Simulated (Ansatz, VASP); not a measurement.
# One calculation of TiB, two programs

The input INCAR:

```
  PREC = Accurate
  ENCUT = 520
  EDIFF = 1E-6
  ISMEAR = 0
  SIGMA = 0.1
  LREAL = False
  LASPH = True
  NELM = 100
  ALGO = Fast
  ISIF = 2
  LWAVE = False
  LCHARG = True
  GGA = PS
  LELF = True
  LVHAR = True
  NBANDS = 23
```

File KPOINTS:

```
regular mesh
0
Gamma
  12 12 10
```

Contents of POSCAR:

```
TiB
1.0
    2.4533420114      2.4533420114      0.0000000000
   -2.4533420114      2.4533420114      0.0000000000
    0.0000000000      0.0000000000      4.9066840228
Ti B
2 2
Direct
    0.5000000000      0.0000000000      0.2500000000
    0.0000000000      0.5000000000      0.7500000000
    0.0000000000      0.0000000000      0.0000000000
    0.5000000000      0.5000000000      0.5000000000
```

Input for Ansatz:

```yaml
crystal:
  lattice:
    - [2.4533420114, 2.4533420114, 0.0]
    - [-2.4533420114, 2.4533420114, 0.0]
    - [0.0, 0.0, 4.9066840228]
  atoms:
    - { symbol: Ti, position: [0.5, 0.0, 0.25] }
    - { symbol: Ti, position: [0.0, 0.5, 0.75] }
    - { symbol: B, position: [0.0, 0.0, 0.0] }
    - { symbol: B, position: [0.5, 0.5, 0.5] }
basis:
  ecutwfc: 420
kpoints:
  mp_grid: { grid: [12, 12, 10] }
hamiltonian:
  xc: pbesol
scf:
  occupations: { method: gaussian, width: 0.1 }
output:
  forces: true
  stress: true
  eigenvalues: true
```

Alike in both runs: task single point; functional PBEsol; k mesh 12 × 12 × 10; occupations gaussian, width 0.1 eV; no spin polarisation.

|  | VASP | Ansatz |
| --- | --- | --- |
| version | VASP 6.6.1 | Ansatz 0.2.0 |
| potentials or method | VASP PAW PBE potentials, release 64 (Ti_sv, B) | scalar-relativistic, plane waves, PAW |
| plane-wave cutoff (eV) | 520 | 420 |
| valence electrons in the cell | 30 | 30 |

|  | VASP | Ansatz | Ansatz less VASP |
| --- | --- | --- | --- |
| gap on the k mesh at the Fermi level (eV) | none | none | - |
| pressure (GPa) | 0.1 | 0.0 | -0.05 |

A gap of «none» marks a metal or a gap that the smearing closes. With one functional, cell and mesh, what is left measures potentials, basis and numerics.

Caveats: the PAW data sets were made with another functional, which shifts forces and pressure a little (VASP).
